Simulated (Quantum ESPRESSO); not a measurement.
PbS (Galena):

```
Pb S
1.0
     0.00000    2.96575    2.96575
     2.96575    0.00000    2.96575
     2.96575    2.96575    0.00000
Pb S
1 1
Direct
  0.00000 0.00000 0.00000
  0.50000 0.50000 0.50000
```

Base run:

```yaml
Program: Quantum ESPRESSO 7.5
Functional: PBEsol
Potentials_or_basis: PseudoDojo 0.4.1 SR PBEsol standard
Cutoff: 762 eV
Density_cutoff: 3048 eV
k_mesh: 8 × 8 × 8, shifted
Occupations: fermi-dirac, width 0.05 eV
Spin: no spin polarisation
```

Its results: pressure -0.8 GPa; electronic dielectric tensor (diagonal) 17.50.

Q: The run is repeated on the same cell with these changes: functional from PBEsol to LDA; potentials or basis from PseudoDojo 0.4.1 SR PBEsol standard to PseudoDojo 0.4.1 SR LDA standard. What comes out?

A: Pressure -2.6 GPa; electronic dielectric tensor (diagonal) 18.09.
